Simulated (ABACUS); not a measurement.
**WC (Qusongite) in ABACUS: the effect of basis**

Crystal: WC (Qusongite).

```xyz
2
Lattice="2.9065 0.0000 0.0000 -1.4532 2.5171 0.0000 0.0000 0.0000 2.8366" Properties=species:S:1:pos:R:3 pbc="T T T"
W     0.0000    0.0000    0.0000
C     1.4533    0.8390    1.4183
```

Alike in all runs:

| Property | Result |
| --- | --- |
| Program | ABACUS 3.10.1 |
| Task | single point |
| Functional | PBE |
| Potentials or basis | PseudoDojo NC SR 0.4.1 PBE standard |
| k mesh | 7 × 7 × 6 |
| Occupations | fermi-dirac, width 0.05 eV |
| Spin | no spin polarisation |

| basis | cutoff | pressure (GPa) |
| --- | --- | --- |
| DZP | 1361 eV | 8.4 |
| TZDP | 1361 eV | 7.7 |
| pw | 1116 eV | ? |

Question: What does the run with basis pw give?

Answer: Pressure 6.2 GPa.

Caveats: all runs use coarse meshes; the atomic orbitals were generated for these runs and aren't a published set (some runs); the basis of atomic orbitals isn't converged, which shifts pressures, moduli and gaps (some runs).
